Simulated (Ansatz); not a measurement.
From the elastic tensor of AlCo to moduli and sound speeds

Theory: DFT PBE, scalar-relativistic, plane waves, PAW in Ansatz. Plane waves to 420 eV; Γ-centred k mesh 20×20×20; Fermi-Dirac smearing of 0.15 eV. No spin polarisation.

Space group Pm-3m (No. 221), cubic, a = 2.854 Å. Around Al lie 8 Co at 2.47 Å and 6 Al at 2.85 Å; Co is surrounded by 8 Al at 2.47 Å and 6 Co at 2.85 Å.

It was reached by relaxing an invented guess, and it needn't be the stable form of this composition. In a metal, frequencies and elastic constants depend on the k mesh and the smearing, soft modes and shear constants most.

Relaxed-ion constants (GPa, on the Cartesian axes of the calculation):
C11 = 274.3, C12 = 128.2, C13 = 128.2, C22 = 274.3, C23 = 128.2, C33 = 274.3, C44 = 140.3, C55 = 140.3, C66 = 140.3 GPa; the others vanish.

Density 6.136 g/cm³; 2 atoms in 23.25 Å³.

```
Bulk modulus, Voigt / Reuss / Hill          : 176.9 / 176.9 / 176.9 GPa
Shear modulus, Voigt / Reuss / Hill         : 113.4 / 102.5 / 107.9 GPa
Young's modulus                             : 269 GPa
Poisson ratio                               : 0.246
Pugh ratio B/G                              : 1.64 (under 1.75, the rule of thumb for brittle)
Universal anisotropy index                  : 0.53
Longitudinal and transverse sound speeds    : 7231 and 4194 m/s
Debye temperature from the mean sound speed : 612 K
```
